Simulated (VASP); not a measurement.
Output of a VASP run:

**OSZICAR**
```
       N       E                     dE             d eps       ncg     rms          rms(c)
DAV:   1     0.159673741514E+02    0.15967E+02   -0.26454E+03   320   0.705E+02
DAV:   2    -0.781208099801E+01   -0.23779E+02   -0.23180E+02   384   0.867E+01
DAV:   3    -0.851160786119E+01   -0.69953E+00   -0.69953E+00   448   0.182E+01
DAV:   4    -0.851523663928E+01   -0.36288E-02   -0.36288E-02   456   0.156E+00
DAV:   5    -0.851525699291E+01   -0.20354E-04   -0.20354E-04   472   0.106E-01    0.303E+00
DAV:   6    -0.843435970585E+01    0.80897E-01   -0.11882E-01   344   0.159E+00    0.183E+00
DAV:   7    -0.841081688676E+01    0.23543E-01   -0.89389E-02   400   0.157E+00    0.465E-01
DAV:   8    -0.841201760102E+01   -0.12007E-02   -0.80807E-03   344   0.521E-01    0.103E-01
DAV:   9    -0.841244636210E+01   -0.42876E-03   -0.51883E-04   432   0.158E-01    0.346E-02
DAV:  10    -0.841261972612E+01   -0.17336E-03   -0.20751E-04   336   0.920E-02    0.946E-03
DAV:  11    -0.841265178791E+01   -0.32062E-04   -0.72604E-05   400   0.556E-02    0.843E-03
DAV:  12    -0.841265229318E+01   -0.50526E-06   -0.20430E-06   376   0.111E-02    0.168E-03
DAV:  13    -0.841265243447E+01   -0.14129E-06   -0.31603E-07   432   0.371E-03    0.141E-03
DAV:  14    -0.841265253316E+01   -0.98688E-07   -0.12336E-07   328   0.203E-03
   1 F= -.84126525E+01 E0= -.84126525E+01  d E =-.293794E-12
```

File OUTCAR:
```
------------------------ aborting loop because EDIFF is reached ----------------------------------------
  FORCE on cell =-STRESS in cart. coord.  units (eV):
  Direction    XX          YY          ZZ          XY          YZ          ZX
  --------------------------------------------------------------------------------------
  Total       -1.0445912     -1.0445912     -1.0445912      0.0000000     -0.0000000      0.0000000
  in kB      -26.7594059    -26.7594059    -26.7594059      0.0000000     -0.0000000      0.0000000
  external PRESSURE =     -26.7594059 kB  Pullay stress =       0.0000000 kB
  volume of cell :       62.54
      direct lattice vectors                 reciprocal lattice vectors
     0.000000000  3.150529066  3.150529066    -0.158703503  0.158703503  0.158703503
     3.150529066  0.000000000  3.150529066     0.158703503 -0.158703503  0.158703503
     3.150529066  3.150529066  0.000000000     0.158703503  0.158703503 -0.158703503
 POSITION                                       TOTAL-FORCE (eV/Angst)
 -----------------------------------------------------------------------------------
      0.00000      0.00000      0.00000        -0.000000     -0.000000      0.000000
      1.57526      1.57526      1.57526         0.000000      0.000000     -0.000000
 -----------------------------------------------------------------------------------
    total drift:                               -0.000000     -0.000000     -0.000000
  FREE ENERGIE OF THE ION-ELECTRON SYSTEM (eV)
  ---------------------------------------------------
  free  energy   TOTEN  =        -8.4126525332 eV

  energy  without entropy=       -8.4126525332  energy(sigma->0) =       -8.41265253
```
(Selected blocks of OUTCAR.)

File POSCAR:
```
AlSb
1
    0.0000000000     3.1505290656     3.1505290656
    3.1505290656     0.0000000000     3.1505290656
    3.1505290656     3.1505290656     0.0000000000
Al Sb
1 1
Direct
  0.0000000000   0.0000000000   0.0000000000
  0.2500000000   0.2500000000   0.2500000000
```

Q: Reconstruct the remaining input files.

A: One answer among several that fit: the input of the run itself, AM05 GGA, plane waves, VASP's PBE PAW potentials (set 64).

File KPOINTS:
```
kpoints
0
G
 7 7 7
```

INCAR:
```
SYSTEM=AlSb
PREC=Accurate; ENCUT=520; LREAL=.FALSE.
LASPH=.TRUE.
EDIFF=1E-7; NELM=100; ALGO=Normal
LMAXMIX=4
ISMEAR=0; SIGMA=0.05
GGA=AM
ISIF=2
LWAVE=.FALSE.; LCHARG=.FALSE.
```

POTCAR, in this order: Al Sb (PBE.64 set). Program: vasp_std.

The compound is AlSb in the zinc blende structure. This cell is one point of a volume scan, at 1.06 of the reference volume.
